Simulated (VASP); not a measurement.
Set up this calculation in VASP 6.6.1, as the native input.

- Task: band structure
- Functional: PBE0
- Potentials or basis: VASP PAW PBE potentials, release 64 (Cd, F)
- Cutoff: 520 eV
- k mesh: 6 × 6 × 6
- Occupations: gaussian, width 0.03 eV
- Spin: no spin polarisation
- Grid for exact exchange (PRECFOCK): Fast
- Exchange at q = 0: truncated
- Further INCAR settings: ALGO = Normal; EDIFF = 1e-06; NBANDS = 20

CdF2:

```
CELL_PARAMETERS angstrom
0.00000 2.69697 2.69697
2.69697 0.00000 2.69697
2.69697 2.69697 0.00000
ATOMIC_POSITIONS crystal
Cd 0.00000 0.00000 0.00000
F 0.25000 0.25000 0.25000
F 0.75000 0.75000 0.75000
```

One way to write it, as run:

POSCAR

```
CdF2                                    
1.0
    0.0000000000      2.6969680788      2.6969680788
    2.6969680788      0.0000000000      2.6969680788
    2.6969680788      2.6969680788      0.0000000000
  Cd              F             
     1     2
Direct
     0.0000000000000000    0.0000000000000000    0.0000000000000000
     0.2500000000000000    0.2500000000000000    0.2500000000000000
     0.7500000000000000    0.7500000000000000    0.7500000000000000
```

INCAR.step1

```
PREC = Accurate ; ENCUT = 520
EDIFF = 1E-5 ; ISMEAR = 0
SIGMA = 0.03 ; LREAL = False
LASPH = True ; NELM = 80
ALGO = Normal ; ISIF = 2
LWAVE = True ; LCHARG = False
NBANDS = 20 ; KPAR = 4
GGA = PE
```

INCAR.step2

```
PREC = Accurate ; ENCUT = 520
EDIFF = 1E-6 ; ISMEAR = 0
SIGMA = 0.03 ; LREAL = False
LASPH = True ; NELM = 80
ALGO = Normal ; ISIF = 2
LWAVE = False ; LCHARG = False
GGA = PE ; LHFCALC = True
AEXX = 0.25 ; PRECFOCK = Fast
HFRCUT = -1 ; NBANDS = 20
KPAR = 4 ; ISTART = 1
```

KPOINTS

```
regular mesh
0
Gamma
  6 6 6
```

KPOINTS_OPT

```
explicit points
6
Reciprocal
 0.0000000000  0.0000000000  0.0000000000 1
 0.3750000000  0.3750000000  0.7500000000 1
 0.5000000000  0.5000000000  0.5000000000 1
 0.6250000000  0.2500000000  0.6250000000 1
 0.5000000000  0.2500000000  0.7500000000 1
 0.5000000000  0.0000000000  0.5000000000 1
```

Potentials or basis: VASP PAW PBE potentials, release 64 (Cd, F).

The run is started by

```sh
$ cat potpaw_PBE.64/Cd/POTCAR potpaw_PBE.64/F/POTCAR > POTCAR
$ cp INCAR.step1 INCAR
$ mpirun -np 4 vasp_std > vasp.out
$ cp INCAR.step2 INCAR
$ mpirun -np 4 vasp_std > vasp.out
```

It gave:

```json
{"Pressure": "2.0 GPa", "Band gap on the k mesh": "5.92 eV, indirect (least direct gap 6.48 eV)", "Band gap along the path": "5.90 eV, indirect (least direct gap 6.48 eV)"}
```

Caveat: the PAW data sets were made with another functional, which shifts forces and pressure a little.

Wall time 5.3 min on 4 MPI ranks on Intel(R) Xeon(R) 6975P-C (Granite Rapids), on a shared host, peak memory 0.2 GiB a rank.
